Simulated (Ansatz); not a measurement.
Rh in Ansatz: the effect of functional

Rh:

```xyz
1
Lattice="0.0000 1.8591 1.8591 1.8591 0.0000 1.8591 1.8591 1.8591 0.0000" Properties=species:S:1:pos:R:3 pbc="T T T"
Rh    0.0000    0.0000    0.0000
```

The cell isn't the ideal one: volume scaled by 0.94.

Alike in all runs:

* Program: Ansatz 0.2.0
* Task: single point
* Potentials or basis: Ansatz PAW
* k mesh: 12 × 12 × 12
* Occupations: fermi-dirac, width 0.05 eV
* Spin: no spin polarisation

```csv
functional,cutoff,pressure (GPa)
LDA,420 eV (not typed: the program's choice for these potentials),?
r2SCAN,500 eV (not typed: the program's choice for these potentials),21.6
PBE,420 eV (not typed: the program's choice for these potentials),28.6
```

Problem. What does the run with functional LDA give?

Solution. Pressure 9.6 GPa.

Caveats: the PAW data sets come from PBE, with cores solved anew for the run's functional, which leaves a small shift of forces and pressure (some runs).
